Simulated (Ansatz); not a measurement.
# Si: a trial structure relaxed, part 2 of 2

The task: take a trial cell of Si to zero force and stress.

Ansatz 0.2.0; DFT PBE, scalar-relativistic, plane waves, PAW. Earlier steps stand in the parts before.

### 4 Full relaxation

The end of the coarse run is made exact in the group found at a tolerance of 0.06 Å and reduced to its primitive cell.

Input file input.yaml:

```yaml
crystal:
  lattice:
    - [-3.4579645028, 3.4579645028, 1.2881571295]
    - [3.4579645028, -3.4579645028, 1.2881571295]
    - [3.4579645028, 3.4579645028, -1.2881571295]
  atoms:
    - { symbol: Si, position: [0.375, 0.625, 0.75] }
    - { symbol: Si, position: [0.875, 0.625, 0.25] }
    - { symbol: Si, position: [0.375, 0.125, 0.75] }
    - { symbol: Si, position: [0.375, 0.625, 0.25] }
basis:
  ecutwfc: 420
kpoints:
  mp_grid: { grid: [18, 18, 18] }
hamiltonian:
  xc: pbe
scf:
  occupations: { method: gaussian, width: 0.1 }
output:
  forces: true
  stress: true
  eigenvalues: true
  write_density: true
  write_potential: true
  elf: true
  volumetric_format: npy
relax:
  adjacent_minimum: "off"
  f_tol: 0.01
  max_steps: 80
  cell: { stress_tol: 0.05 }
```

Launch:

```sh
> ansatz run input.yaml --threads 1 --pin off --max-ram 2560MiB --backend cpu --events-out ev --progress --plain --runs-dir out
```

What it wrote:

```text
Warning: RAYON_NUM_THREADS=1 ignored (pool sized by the plan → 1); use --threads N
[... 8 set-up lines as earlier in the session ...]
Crystal: 4 atoms, lattice volume = 61.613 Å³
Basis set: ecut = 420 eV, 1249 PW (Γ), exchange–correlation on 72×72×72 points (8 copies of the dense FFT grid, shifted against one another)
Bands: 12, of which v1, the nominal top of the filled ones, is band 8 counted from 1 (7 counted from 0)
[... 1 set-up line as earlier in the session ...]
Space group: I41/amd (ITA 141), of the structure as read, at distance tolerance 3.9e-5 Å
k-points: 480 of 5832
[... 6 set-up lines as earlier in the session ...]
SCF iter   1: F=—  HF=-2541.487835 eV  |F-HF|=—  |Δ(HF+E_count)|=         —  Δρ=1.58e-3  dr2=1.01e-3  ethr=1.77e-3  ⟨swp⟩=6.1  Hψ=88114  notcnv=0  defer=35
automatic band count: the SCF goes on with 16 bands, as 12 were too few: the levels above may hold too much charge
preconditioner: auto → none  [metal: Δε(μ)=0.003 eV  Ē_g=9.906 eV  σ=0.100 eV  W_gap=0.02  n_scr=8 (ndim 8)  ℏωp=18.9 eV  f_vac=0.000  D(μ)=1.89/eV (n_scr^D=8)  sad-step TF]
SCF iter   2: F=—  HF=-2541.488196 eV  |F-HF|=—  |Δ(HF+E_count)|=   3.61e-4  Δρ=9.60e-4  dr2=3.72e-4  ethr=6.33e-6  ⟨swp⟩=2.0  Hψ=13123  notcnv=0  defer=66
SCF iter   3: F=—  HF=-2541.488258 eV  |F-HF|=—  |Δ(HF+E_count)|=   6.16e-5  Δρ=1.21e-4  dr2=1.77e-5  ethr=2.33e-6  ⟨swp⟩=1.2  Hψ=7005  notcnv=0  defer=66
SCF iter   4: F=—  HF=-2541.488268 eV  |F-HF|=—  |Δ(HF+E_count)|=   1.01e-5  Δρ=4.77e-5  dr2=1.45e-6  ethr=1.11e-7  ⟨swp⟩=2.3  Hψ=10231  notcnv=0  defer=66
SCF iter   5: F=—  HF=-2541.488268 eV  |F-HF|=—  |Δ(HF+E_count)|=   2.43e-7  Δρ=1.12e-5  dr2=1.05e-7  ethr=9.06e-9  ⟨swp⟩=2.0  Hψ=10073  notcnv=0  defer=66
SCF iter   6: F=-2541.488268 eV  HF=-2541.488268 eV  |F-HF|=4.07e-9  |Δ(HF+E_count)|=   2.58e-8  Δρ=2.98e-6  dr2=7.21e-9  ethr=6.25e-10  ⟨swp⟩=10.6  Hψ=46036  notcnv=0
SCF 1 converged in 6 iterations: F = -2541.488268 eV  dr2 = 7.21e-9
relax step   1: F+E_penalty+E_count = -2541.48826821 eV  Δ(F+E_penalty+E_count) = +0.000e0 eV  max|allowed force component| = 1.578e-30 eV/Å  Δτ_max = 0.0000 Å  P = +0.301 GPa  Ω = 61.613 Å³  (6 SCF iters, dr2 threshold 1.00e-7 eV, accepted)
Crystal: 4 atoms, lattice volume = 61.763 Å³
Bands: 16, of which v1, the nominal top of the filled ones, is band 8 counted from 1 (7 counted from 0)
[... 2 set-up lines as earlier in the session ...]
iter 1 solved again at ethr=1.45e-7 eV; its pass at ethr=3.10e-3 eV (dr2=2.32e-5 eV) is discarded
SCF iter   1: F=—  HF=-2541.488644 eV  |F-HF|=—  |Δ(HF+E_count)|=         —  Δρ=2.13e-4  dr2=2.84e-5  ethr=1.45e-7  ⟨swp⟩=2.7  Hψ=48503  notcnv=0
preconditioner: auto → none  [metal: Δε(μ)=0.004 eV  Ē_g=9.892 eV  σ=0.100 eV  W_gap=0.02  n_scr=8 (ndim 8)  ℏωp=18.9 eV  f_vac=0.000  D(μ)=1.90/eV (n_scr^D=8)]
SCF iter   2: F=—  HF=-2541.488649 eV  |F-HF|=—  |Δ(HF+E_count)|=   4.66e-6  Δρ=7.84e-5  dr2=3.43e-6  ethr=1.45e-7  ⟨swp⟩=1.1  Hψ=7789  notcnv=0
iter 3 did not close the SCF: its close was put off for the readings that it lacked (scf_convergence_deferred on its scf_iter line)
SCF iter   3: F=-2541.488647 eV  HF=-2541.488647 eV  |F-HF|=3.07e-9  |Δ(HF+E_count)|=   1.24e-6  Δρ=7.42e-6  dr2=2.16e-8  ethr=2.14e-8  ⟨swp⟩=1.8  Hψ=10245  notcnv=0
iter 4 did not close the SCF: its close was put off for the readings that it lacked (scf_convergence_deferred on its scf_iter line)
SCF iter   4: F=-2541.488647 eV  HF=-2541.488647 eV  |F-HF|=9.11e-10  |Δ(HF+E_count)|=   1.56e-9  Δρ=1.17e-6  dr2=1.56e-9  ethr=1.35e-10  ⟨swp⟩=2.2  Hψ=11469  notcnv=0
iter 5 did not close the SCF: its close was put off for the readings that it lacked (scf_convergence_deferred on its scf_iter line)
SCF iter   5: F=-2541.488647 eV  HF=-2541.488647 eV  |F-HF|=3.64e-12  |Δ(HF+E_count)|=  4.79e-10  Δρ=2.04e-7  dr2=1.79e-11  ethr=9.78e-12  ⟨swp⟩=2.4  Hψ=11330  notcnv=0
SCF iter   6: F=-2541.488647 eV  HF=-2541.488647 eV  |F-HF|=1.82e-12  |Δ(HF+E_count)|=  7.28e-12  Δρ=3.91e-8  dr2=4.26e-13  ethr=1.00e-12  ⟨swp⟩=4.0  Hψ=28294  notcnv=0
SCF 2 converged in 6 iterations: F = -2541.488647 eV  dr2 = 4.26e-13
relax step   2: F+E_penalty+E_count = -2541.48864732 eV  Δ(F+E_penalty+E_count) = -3.791e-4 eV  max|allowed force component| = 1.605e-30 eV/Å  Δτ_max = 0.0000 Å  P = +0.075 GPa  Ω = 61.763 Å³  energy of the carried Pulay correction = -2.097e-5 eV  (6 SCF iters, dr2 threshold 4.00e-7 eV, accepted)
Crystal: 4 atoms, lattice volume = 61.842 Å³
Basis set: ecut = 420 eV, 1241 PW (Γ), exchange–correlation on 72×72×72 points (8 copies of the dense FFT grid, shifted against one another)
iter 1 solved again at ethr=3.93e-7 eV; its pass at ethr=3.10e-3 eV (dr2=6.29e-5 eV) is discarded
SCF iter   1: F=—  HF=-2541.488864 eV  |F-HF|=—  |Δ(HF+E_count)|=         —  Δρ=3.43e-4  dr2=7.89e-5  ethr=3.93e-7  ⟨swp⟩=2.7  Hψ=48458  notcnv=0
preconditioner: auto → none  [metal: Δε(μ)=0.004 eV  Ē_g=9.885 eV  σ=0.100 eV  W_gap=0.02  n_scr=8 (ndim 8)  ℏωp=18.9 eV  f_vac=0.000  D(μ)=1.91/eV (n_scr^D=8)]
SCF iter   2: F=—  HF=-2541.488850 eV  |F-HF|=—  |Δ(HF+E_count)|=   1.39e-5  Δρ=1.18e-4  dr2=8.61e-6  ethr=3.93e-7  ⟨swp⟩=1.3  Hψ=8452  notcnv=0
iter 3 did not close the SCF: its close was put off for the readings that it lacked (scf_convergence_deferred on its scf_iter line)
SCF iter   3: F=-2541.488847 eV  HF=-2541.488847 eV  |F-HF|=3.68e-9  |Δ(HF+E_count)|=   3.14e-6  Δρ=8.44e-6  dr2=2.38e-8  ethr=5.38e-8  ⟨swp⟩=1.9  Hψ=10843  notcnv=0
iter 4 did not close the SCF: its close was put off for the readings that it lacked (scf_convergence_deferred on its scf_iter line)
SCF iter   4: F=-2541.488847 eV  HF=-2541.488847 eV  |F-HF|=6.34e-10  |Δ(HF+E_count)|=   3.77e-9  Δρ=1.24e-6  dr2=1.41e-9  ethr=1.49e-10  ⟨swp⟩=2.2  Hψ=11503  notcnv=0
iter 5 did not close the SCF: its close was put off for the readings that it lacked (scf_convergence_deferred on its scf_iter line)
SCF iter   5: F=-2541.488847 eV  HF=-2541.488847 eV  |F-HF|=4.55e-13  |Δ(HF+E_count)|=  3.03e-10  Δρ=2.41e-7  dr2=3.13e-11  ethr=8.81e-12  ⟨swp⟩=2.3  Hψ=11314  notcnv=0
SCF iter   6: F=-2541.488847 eV  HF=-2541.488847 eV  |F-HF|=9.09e-13  |Δ(HF+E_count)|=  3.18e-12  Δρ=4.19e-8  dr2=7.04e-13  ethr=1.00e-12  ⟨swp⟩=4.0  Hψ=28788  notcnv=0
SCF 3 converged in 6 iterations: F = -2541.488847 eV  dr2 = 7.04e-13
relax step   3: F+E_penalty+E_count = -2541.48884710 eV  Δ(F+E_penalty+E_count) = -1.998e-4 eV  max|allowed force component| = 1.270e-30 eV/Å  Δτ_max = 0.0000 Å  P = -0.032 GPa  Ω = 61.842 Å³  energy of the carried Pulay correction = -3.201e-5 eV  (6 SCF iters, dr2 threshold 1.06e-7 eV, accepted)
Crystal: 4 atoms, lattice volume = 61.825 Å³
iter 1 solved again at ethr=1.57e-8 eV; its pass at ethr=3.10e-3 eV (dr2=2.52e-6 eV) is discarded
SCF iter   1: F=—  HF=-2541.488847 eV  |F-HF|=—  |Δ(HF+E_count)|=         —  Δρ=6.76e-5  dr2=3.15e-6  ethr=1.57e-8  ⟨swp⟩=2.6  Hψ=48272  notcnv=0
preconditioner: auto → none  [metal: Δε(μ)=0.004 eV  Ē_g=9.888 eV  σ=0.100 eV  W_gap=0.02  n_scr=8 (ndim 8)  ℏωp=18.9 eV  f_vac=0.000  D(μ)=1.91/eV (n_scr^D=8)]
SCF iter   2: F=—  HF=-2541.488858 eV  |F-HF|=—  |Δ(HF+E_count)|=   1.12e-5  Δρ=2.41e-5  dr2=3.75e-7  ethr=1.57e-8  ⟨swp⟩=1.9  Hψ=10733  notcnv=0
iter 3 did not close the SCF: its close was put off for the readings that it lacked (scf_convergence_deferred on its scf_iter line)
SCF iter   3: F=-2541.488858 eV  HF=-2541.488858 eV  |F-HF|=1.46e-11  |Δ(HF+E_count)|=   1.34e-7  Δρ=1.59e-6  dr2=1.11e-9  ethr=2.34e-9  ⟨swp⟩=2.0  Hψ=11455  notcnv=0
iter 4 did not close the SCF: its close was put off for the readings that it lacked (scf_convergence_deferred on its scf_iter line)
SCF iter   4: F=-2541.488858 eV  HF=-2541.488858 eV  |F-HF|=1.14e-11  |Δ(HF+E_count)|=  9.00e-11  Δρ=3.17e-7  dr2=4.85e-11  ethr=6.92e-12  ⟨swp⟩=2.1  Hψ=11595  notcnv=0
iter 5 did not close the SCF: its close was put off for the readings that it lacked (scf_convergence_deferred on its scf_iter line)
SCF iter   5: F=-2541.488858 eV  HF=-2541.488858 eV  |F-HF|=0.00e0  |Δ(HF+E_count)|=  5.46e-12  Δρ=6.36e-8  dr2=1.48e-12  ethr=1.00e-12  ⟨swp⟩=1.0  Hψ=7680  notcnv=0
SCF iter   6: F=-2541.488858 eV  HF=-2541.488858 eV  |F-HF|=0.00e0  |Δ(HF+E_count)|=  1.36e-12  Δρ=1.32e-8  dr2=1.08e-13  ethr=1.00e-12  ⟨swp⟩=3.3  Hψ=25365  notcnv=0
SCF 4 converged in 6 iterations: F = -2541.488858 eV  dr2 = 1.08e-13
relax step   4: F+E_penalty+E_count = -2541.48885767 eV  Δ(F+E_penalty+E_count) = -1.056e-5 eV  max|allowed force component| = 2.317e-30 eV/Å  Δτ_max = 0.0000 Å  P = -0.002 GPa  Ω = 61.825 Å³  energy of the carried Pulay correction = -2.963e-5 eV  (6 SCF iters, accepted)
[... 1 set-up line as earlier in the session ...]
iter 1 solved again at ethr=3.70e-8 eV; its pass at ethr=3.10e-3 eV (dr2=5.93e-6 eV) is discarded
SCF iter   1: F=—  HF=-2541.488874 eV  |F-HF|=—  |Δ(HF+E_count)|=         —  Δρ=3.87e-6  dr2=1.83e-9  ethr=3.70e-8  ⟨swp⟩=3.0  Hψ=67877  notcnv=0
SCF iter   2: F=—  HF=-2541.488888 eV  |F-HF|=—  |Δ(HF+E_count)|=   1.34e-5  Δρ=2.15e-6  dr2=5.87e-10  ethr=1.14e-11  ⟨swp⟩=3.5  Hψ=15355  notcnv=0
SCF iter   3: F=—  HF=-2541.488888 eV  |F-HF|=—  |Δ(HF+E_count)|=   1.60e-9  Δρ=1.44e-6  dr2=2.16e-10  ethr=3.67e-12  ⟨swp⟩=1.0  Hψ=7680  notcnv=0
iter 4 did not close the SCF: its close was put off for the readings that it lacked (scf_convergence_deferred on its scf_iter line)
SCF iter   4: F=-2541.488888 eV  HF=-2541.488888 eV  |F-HF|=9.09e-13  |Δ(HF+E_count)|=   1.47e-9  Δρ=1.15e-7  dr2=5.74e-12  ethr=1.35e-12  ⟨swp⟩=2.0  Hψ=11513  notcnv=0
iter 5 did not close the SCF: its close was put off for the readings that it lacked (scf_convergence_deferred on its scf_iter line)
SCF iter   5: F=-2541.488888 eV  HF=-2541.488888 eV  |F-HF|=1.36e-12  |Δ(HF+E_count)|=  9.09e-13  Δρ=5.49e-8  dr2=1.07e-12  ethr=1.00e-12  ⟨swp⟩=1.0  Hψ=7680  notcnv=0
iter 6 did not close the SCF: its close was put off for the readings that it lacked (scf_convergence_deferred on its scf_iter line)
SCF iter   6: F=-2541.488888 eV  HF=-2541.488888 eV  |F-HF|=4.55e-13  |Δ(HF+E_count)|=  4.55e-13  Δρ=2.74e-8  dr2=2.46e-13  ethr=1.00e-12  ⟨swp⟩=1.0  Hψ=7680  notcnv=0
iter 7 did not close the SCF: its close was put off for the readings that it lacked (scf_convergence_deferred on its scf_iter line)
SCF iter   7: F=-2541.488888 eV  HF=-2541.488888 eV  |F-HF|=4.55e-13  |Δ(HF+E_count)|=  9.09e-13  Δρ=1.29e-8  dr2=5.32e-14  ethr=1.00e-12  ⟨swp⟩=1.0  Hψ=7680  notcnv=0
SCF iter   8: F=-2541.488888 eV  HF=-2541.488888 eV  |F-HF|=1.36e-12  |Δ(HF+E_count)|=  4.55e-13  Δρ=2.85e-9  dr2=2.60e-15  ethr=1.00e-12  ⟨swp⟩=2.0  Hψ=21126  notcnv=0
SCF 5 converged in 8 iterations: F = -2541.488888 eV  dr2 = 2.60e-15
relax step   5: F+E_penalty+E_count = -2541.48888779 eV  Δ(F+E_penalty+E_count) = -3.012e-5 eV  max|allowed force component| = 1.134e-30 eV/Å  Δτ_max = 0.0000 Å  P = -0.001 GPa  Ω = 61.825 Å³  stress off target by 3.02e-3 GPa  SCF on the basis re-selected at this cell (its energy is not comparable with the rows above)  (8 SCF iters)
basis re-selected at this cell: Δ(F+E_penalty+E_count) = -3.012e-5 eV, ΔP = +0.001 GPa vs the last step (what re-selecting the basis moved, of the pressure what is left beyond the Pulay correction that the steps carried, after the strain that the cell walked since its last selection, with what the two solves' SCF thresholds leave and, on support functions, any second-order correction that the steps lacked; it is no measure of the basis error at this ecutwfc). This SCF's stress stands 3.02e-3 GPa from its target on what of the cell is left free (relax.cell.stress_tol is 5.00e-2 GPa) and its largest allowed force component is 1.13e-30 eV/Å (relax.f_tol is 1.00e-2 eV/Å): within both
SCF converged after 8 iterations
Free energy (F): -2541.488888 eV
Harris-Foulkes:  -2541.488888 eV  (|F-HF|=1.36e-12)
Internal energy: -2541.479353 eV  (E = F + TS)
E sigma→0 (E₀):  -2541.484121 eV
Entropy (-TS):   -0.009534 eV (-2.384 meV/atom)
Fermi energy:    9.605078 eV
--- Per-component energies (eV) ---
  E_band       = 65.987785
  E_kinetic    = 162.679912
  E_local      = -10.717308  (includes V_loc(G=0)·N_el)
  E_nonlocal   = 101.953739
  E_hartree    = 5.013637
  E_xc         = -222.843358
  E_vxc        = -189.772300  (∫ρ·V_xc dr)
  E_paw        = -2049.238632  (= ΣΔE_a)
  E_vpaw       = -8.183558  (= ΣTr[D̂ρ^β])
  E_aug_tail   = 0.000027  (compensation charges beyond the density's cutoff)
  E_ewald      = -528.327370
  E_smearing   = -0.009534  (= −TS)
  E_closure    = 0.000000  (closes the sum)
  Σ components = -2541.488888   (vs F -2541.488888, Δ=0.00e0)
--- Forces (eV/Å), atoms counted from 1 ---
  atom   1  Si    -0.00000000    -0.00000000     0.00000000
  atom   2  Si    -0.00000000     0.00000000     0.00000000
  atom   3  Si    -0.00000000    -0.00000000     0.00000000
  atom   4  Si    -0.00000000    -0.00000000     0.00000000
  max |Σ_I F_I| component: 5.92e-30 eV/Å
--- Stress (GPa, compression-positive) ---
       -0.000677       0.000000      -0.000000
        0.000000      -0.000677       0.000000
        0.000000       0.000000      -0.003018
  P = ⅓ Tr σ = -0.0015 GPa (-0.015 kbar)
--- Band table (eV; the first three rows and the last of 480) ---
  k-point 0: bands = ["-4.1501", "0.9176", "0.9176", "2.6656", "2.7822", "6.6403", "6.7484", "6.7484", "10.9204", "17.5220", "17.6114", "17.6114", "18.4232", "18.4370", "18.8326", "19.1526"]
  k-point 1: bands = ["-4.1318", "0.7265", "0.9360", "2.7270", "2.9621", "6.0841", "6.6673", "7.3348", "11.0369", "16.7380", "17.6185", "18.1253", "18.3659", "18.3935", "18.7191", "19.0575"]
  k-point 2: bands = ["-4.0767", "0.3101", "0.9910", "2.7879", "3.4682", "5.5085", "6.4477", "8.0011", "11.3627", "15.7924", "17.6386", "18.1585", "18.2972", "18.5334", "18.5343", "18.7763"]
  k-point 479: bands = ["-1.2304", "-1.2304", "-1.1846", "-1.1846", "9.5043", "9.5043", "9.5244", "9.5244", "11.3216", "11.3216", "11.4339", "11.4339", "16.7667", "16.7667", "19.7620", "19.7620"]
--- Relaxed structure (4 steps of the walk, 4 accepted, 1 SCFs on fresh bases) ---
  F+E_penalty+E_count = -2541.48888779 eV   max|allowed force component| = 1.134e-30 eV/Å   (the final SCF, on the basis selected at the relaxed cell)
  cell:  # Å, volume = 61.8248 Å³
    - [-3.468693645142019, 3.468693645142019, 1.2846089219601575]
    - [3.468693645142019, -3.468693645142019, 1.2846089219601575]
    - [3.468693645142019, 3.468693645142019, -1.2846089219601575]
  atoms:
    - { symbol: Si, position: [0.375, 0.6250000000000001, 0.7500000000000001] }
    - { symbol: Si, position: [0.875, 0.625, 0.25] }
    - { symbol: Si, position: [0.3750000000000001, 0.125, 0.7500000000000001] }
    - { symbol: Si, position: [0.37500000000000006, 0.6250000000000001, 0.25000000000000006] }
```

Wall time 2.1 min (1 thread of Arm Neoverse V2, shared host); peak memory 0.77 GiB.

Step by step:

```csv
step,energy from step 1 (eV/cell),largest force component (eV/Å),pressure (GPa),volume (Å³)
1,0.0000,0.0000,0.30,61.61
2,-0.0004,0.0000,0.07,61.76
3,-0.0006,0.0000,-0.03,61.84
4,-0.0006,0.0000,0.00,61.82
5,-0.0006,0.0000,0.00,61.82
```

Step 1 is the start. Step 5 repeats the geometry before it on a plane-wave basis chosen anew for that cell, so its energy need not be comparable with the rows above.

Lengths and angles in the start's conventional setting:

|  | before | after | change |
| --- | --- | --- | --- |
| a (Å) | 6.916 | 6.937 | +0.3 % |
| b (Å) | 6.916 | 6.937 | +0.3 % |
| c (Å) | 2.576 | 2.569 | -0.3 % |
| volume (Å³/atom) | 15.40 | 15.46 | +0.3 % |
| shortest distance (Å) | 2.529 | 2.535 | +0.3 % |
| space group (0.01 Å) | I4_1/amd | I4_1/amd | same |

Forces and stress were held to the start's 16 operations: a distortion of lower symmetry was not tested.

Axes a, b and c in the maps are those of this run's conventional cell (a, b, c = 6.937, 6.937, 2.569 Å).

Density in a lattice plane of the grid's cell (edges 6.94 and 2.57 Å, at 0.000 of the third edge), which holds Si.

Ten even steps from ' ' (0.06 e/Å³) to '@' (0.39 e/Å³):
```
  ..::--++##%%##++--::..  ..::--++##%%##++--::..
....--++##@@@@%%**==::..  ..::==**%%@@@@##++--..
::::==##@@@@@@%%%%++::..  ..::++%%%%@@@@@@##==::
::--++%%@@++::==%%##==::..::==##%%==::++@@%%++--
::--++%%##::  ::##%%++--::--++%%##::  ::##%%++--
..::==##%%==::++@@%%++--::--++%%@@++::==%%##==::
  ..::++%%%%@@@@@@##==::::::==##@@@@@@%%%%++::..
  ..::--**%%@@@@##==--......--==##@@@@%%**--::..
```
Columns run along the first of these edges and rows up along the second, over one cell in 24 and 8 even steps from the bottom left corner. Atoms in the plane (fractional): Si at (0.75, 0.38), Si at (0.25, 0.38).

ELF in the same plane.

Ten even steps from ' ' (0.08) to '@' (0.75):
```
    ..==**%%@@%%**==..      ..==**%%@@%%**==..  
  ..--++%%@@@@@@##==::      ::==##@@@@@@%%++--..
..::==##%%########**--      --**########%%##==::
..::**%%**==----++##++..  ..++##++----==**%%**::
..::**##++==##==++##**::..::**##++==##==++##**::
  ..++##++======**%%**::..::**%%**======++##++..
    --**########%%##==::..::==##%%########**--  
    ..==##@@@@@@%%++--..  ..--++%%@@@@@@##==..  
```
Columns run along the first of these edges and rows up along the second, over one cell in 24 and 8 even steps from the bottom left corner. Atoms in the plane (fractional): Si at (0.75, 0.38), Si at (0.25, 0.38).

Both are smooth fields of the valence electrons: close to the nuclei they are not physical.

The highest ELF values outside the cores: 0.82 on the Si–Si line, 1.0 Å from Si.

### 5 Changed: ecutrho_ratio 9, mixing.algorithm msr1, mixing.beta 0.05, mixing.ndim 4

Input file input.yaml:

```yaml
crystal:
  lattice:
    - [-3.4686936451, 3.4686936451, 1.284608922]
    - [3.4686936451, -3.4686936451, 1.284608922]
    - [3.4686936451, 3.4686936451, -1.284608922]
  atoms:
    - { symbol: Si, position: [0.375, 0.625, 0.75] }
    - { symbol: Si, position: [0.875, 0.625, 0.25] }
    - { symbol: Si, position: [0.375, 0.125, 0.75] }
    - { symbol: Si, position: [0.375, 0.625, 0.25] }
basis:
  ecutwfc: 420
  ecutrho_ratio: 9
kpoints:
  mp_grid: { grid: [18, 18, 18] }
hamiltonian:
  xc: pbe
scf:
  occupations: { method: gaussian, width: 0.1 }
  mixing: { algorithm: msr1, beta: 0.05, ndim: 4 }
output:
  forces: true
  eigenvalues: true
  stress: true
```

Launch:

```sh
> ansatz run input.yaml --threads 1 --pin off --max-ram 2560MiB --backend cpu --events-out ev --progress --plain --runs-dir out
```

What it wrote, cut to the lines that bear on the results:

```text
Warning: RAYON_NUM_THREADS=1 ignored (pool sized by the plan → 1); use --threads N
[...]
[... 3 set-up lines as earlier in the session ...]
[...]
Crystal: 4 atoms, lattice volume = 61.825 Å³
Basis set: ecut = 420 eV, 1241 PW (Γ), exchange–correlation on 108×108×108 points (8 copies of the dense FFT grid, shifted against one another)
Bands: 12, of which v1, the nominal top of the filled ones, is band 8 counted from 1 (7 counted from 0)
[... 1 set-up line as earlier in the session ...]
Space group: I41/amd (ITA 141), of the structure as read, at distance tolerance 4.0e-5 Å
k-points: 480 of 5832
[...]
SCF iter   1: F=—  HF=-2541.488487 eV  |F-HF|=—  |Δ(HF+E_count)|=         —  Δρ=1.61e-3  dr2=1.03e-3  ethr=1.77e-3  ⟨swp⟩=6.1  Hψ=88027  notcnv=0  defer=39
[...]
SCF iter   6: F=-2541.488886 eV  HF=-2541.488886 eV  |F-HF|=5.64e-9  |Δ(HF+E_count)|=   1.46e-7  Δρ=9.36e-6  dr2=4.24e-8  ethr=6.25e-10  ⟨swp⟩=6.6  Hψ=40626  notcnv=0
[...]
SCF converged after 6 iterations
Free energy (F): -2541.488886 eV
[...]
E sigma→0 (E₀):  -2541.484119 eV
Entropy (-TS):   -0.009534 eV (-2.384 meV/atom)
Fermi energy:    9.605064 eV
[...]
--- Forces (eV/Å), atoms counted from 1 ---
  atom   1  Si     0.00000000     0.00000000    -0.00000000
  atom   2  Si     0.00000000     0.00000000    -0.00000000
  atom   3  Si     0.00000000     0.00000000     0.00000000
  atom   4  Si     0.00000000     0.00000000     0.00000000
[...]
--- Stress (GPa, compression-positive) ---
       -0.000579       0.000000       0.000000
        0.000000      -0.000579      -0.000000
       -0.000000       0.000000      -0.003081
  P = ⅓ Tr σ = -0.0014 GPa (-0.014 kbar)
--- Band table (eV; the first three rows and the last of 480) ---
  k-point 0: bands = ["-4.1502", "0.9176", "0.9176", "2.6656", "2.7821", "6.6402", "6.7484", "6.7484", "10.9204", "17.5220", "17.6114", "17.6114", "18.4232", "18.4370", "18.8326", "19.1525"]
[...]
```

Run time: 26 s. Hardware: 1 thread of Arm Neoverse V2, shared host; peak memory 0.73 GiB.

| run | ending | energy change | pressure (GPa) | gap (eV) | force (eV/Å) | cycles | time |
| --- | --- | --- | --- | --- | --- | --- | --- |
| step 4 | converged | 0 | 0.0 | 0.00 | 0.00 | - | 2.1 min |
| variant | converged | 0.0 meV/atom | 0.0 | 0.00 | 0.00 | 6 | 26 s |

Changing the numerical grids and mixing hardly moves the energy: 0.0 meV/atom.

### 6 What came out

The summary covers parts 1 to 2. Changes of volume or cell count from the first structure of part 1.

```
                              quantity                                                                      value
symmetry at the end (tolerance 0.05 Å)                                             space group I4_1/amd (No. 141)
                     conventional cell  a = 6.937 Å, b = 6.937 Å, c = 2.569 Å, α = 90.00°, β = 90.00°, γ = 90.00°
                                volume                                                              15.46 Å³/atom
        energy over the standard state                                                              +0.44 eV/atom
                       gap on the mesh                                                               none (metal)
```

In words: The space group I4_1/amd (No. 141) is kept, and the volume per atom grows by 26.3 % from the first guess. It lies above the element's standard state, so it is metastable at best. No finished test with a distortion of lower symmetry is shown, so the end may be a saddle point.
